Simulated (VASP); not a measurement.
Here is a VASP 6.6.1 calculation.

INCAR

```
SYSTEM = W
PREC = Accurate
ENCUT = 520
EDIFF = 1E-6
ISMEAR = -1
SIGMA = 0.1
LREAL = .False.
LASPH = .True.
NELM = 80
ALGO = Normal
ISIF = 2
LWAVE = .False.
LCHARG = .True.
GGA = PS
LELF = .True.
LVHAR = .True.
NBANDS = 21
```

Contents of KPOINTS:

```
regular mesh
0
Gamma
  15 15 7
  0 0 0
```

Contents of POSCAR:

```
W
1.0
    2.8588503612      0.0000000000      0.0000000000
   -1.4294251806      2.4758370384      0.0000000000
    0.0000000000      0.0000000000      5.0806405504
W
2
Direct
    0.3333333333      0.6666666667      0.2500000000
    0.6666666667      0.3333333333      0.7500000000
```

Potentials or basis: VASP PAW PBE potentials, release 64 (W_sv).

Command:

```bash
$ cat potpaw_PBE.64/W_sv/POTCAR > POTCAR
$ mpirun -np 1 vasp_std > vasp.out
```

(1) Estimate the band gap on the k mesh.

(2) Estimate the pressure.

Answers

(1) none (metal or under the smearing width).

(2) -26.6 GPa.

Caveat: so large a pressure means that the cell lies far from this level's equilibrium, or that cutoff or potentials fall short; the potentials were made for another functional, which shifts forces and pressure.
